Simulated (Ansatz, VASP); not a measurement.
## HfN: VASP beside Ansatz

INCAR

```
  PREC = Accurate
  ENCUT = 520
  EDIFF = 1E-6
  ISMEAR = -1
  SIGMA = 0.05
  LREAL = F
  LASPH = T
  NELM = 80
  ALGO = Normal
  ISIF = 2
  LWAVE = F
  LCHARG = F
  GGA = PS
  NBANDS = 14
```

Contents of KPOINTS:

```
Automatic mesh
0
Gamma
  9 9 9
```

POSCAR

```
HfN
1.0
    0.0000000000      2.5029679880      2.5029679880
    2.5029679880      0.0000000000      2.5029679880
    2.5029679880      2.5029679880      0.0000000000
Hf N
1 1
Direct
    0.0000000000      0.0000000000      0.0000000000
    0.2500000000      0.2500000000      0.2500000000
```

The input input.yaml:

```yaml
crystal:
  lattice:
    - [0.0, 2.502967988, 2.502967988]
    - [2.502967988, 0.0, 2.502967988]
    - [2.502967988, 2.502967988, 0.0]
  atoms:
    - { symbol: Hf, position: [0.0, 0.0, 0.0] }
    - { symbol: "N", position: [0.25, 0.25, 0.25] }
kpoints:
  mp_grid: { grid: [9, 9, 9] }
scf:
  occupations: { method: fermi_dirac, width: 0.05 }
hamiltonian:
  xc: pbesol
  pseudopotentials: { kind: all_electron, lapw: { basis_error: 0.0005 } }
output:
  forces: true
  stress: true
  eigenvalues: true
```

Change from the starting cell: volume scaled by 1.06.

Alike in both runs: task single point; functional PBEsol; k mesh 9 × 9 × 9; occupations fermi-dirac, width 0.05 eV; no spin polarisation.

|  | VASP | Ansatz |
| --- | --- | --- |
| version | VASP 6.6.1 | Ansatz 0.2.0 |
| potentials or method | VASP PAW PBE potentials, release 64 (Hf_pv, N) | all-electron LAPW, scalar-relativistic |
| plane-wave cutoff (eV) | 520 | see its input |

```csv
,VASP,Ansatz,Ansatz less VASP
gap on the k mesh at the Fermi level (eV),none,none,-
pressure (GPa),-15.3,-14.4,+0.97
```

A gap of «none» marks a metal or a gap that the smearing closes. Ansatz ran all-electron here, so the differences hold the error of VASP's frozen core and of both bases.

Caveats: so large a pressure means that the cell lies far from this level's equilibrium, or that cutoff or potentials fall short (VASP); the potentials were made for another functional, which shifts forces and pressure (VASP). Spin-orbit coupling is left out, which matters for the levels of Hf.
